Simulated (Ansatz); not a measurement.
Hf:

```
Hf
1.0
     3.27977    0.00000    0.00000
    -1.63988    2.84036    0.00000
     0.00000    0.00000    5.18923
Hf
2
Direct
  0.66667 0.33333 0.75000
  0.33333 0.66667 0.25000
```

The cell isn't the ideal one: volume scaled by 1.08.

| Item | Value |
| --- | --- |
| Program | Ansatz 0.2.0 |
| Task | relaxation of cell and atoms |
| Functional | LDA |
| Potentials or basis | Ansatz PAW polarizable |
| Cutoff | 420 eV (not typed: the program's choice for these potentials) |
| k mesh | 10 × 10 × 5 |
| Occupations | gaussian, width 0.05 eV |
| Spin | no spin polarisation |
| Hubbard terms | Hf d U = 5 eV |

At the start: volume 24.17 Å³/atom.

**Question.** Where does the relaxation end?

**Answer.** It ends after 6 steps and the volume is 19.90 Å³/atom (-17.7 %); space group P6_3/mmc (No. 194, to 0.05 Å).

Step by step:
```tsv
step	energy change (eV)	largest force (eV/Å)	volume (Å³)
1	0.0000	0.0000	48.34
2	-0.4156	0.0000	41.76
3	-0.4426	0.0000	39.23
4	-0.4454	0.0000	39.87
5	-0.4455	0.0000	39.80
6	-0.4442	0.0000	39.80
```

Final structure:
```
Hf
1.0
     3.07632    0.00000    0.00000
    -1.53816    2.66417    0.00000
     0.00000    0.00000    4.85630
Hf
2
Direct
  0.66667 0.33333 0.75000
  0.33333 0.66667 0.25000
```

Caveat: the plane-wave basis is chosen anew once the cell has moved, so the energies of steps on either side of that aren't comparable; U without spin polarisation on a metal has little footing; the PAW data sets come from PBE, with cores solved anew for the run's functional, which leaves a small shift of forces and pressure; the U is typed as a test and isn't derived for this compound.
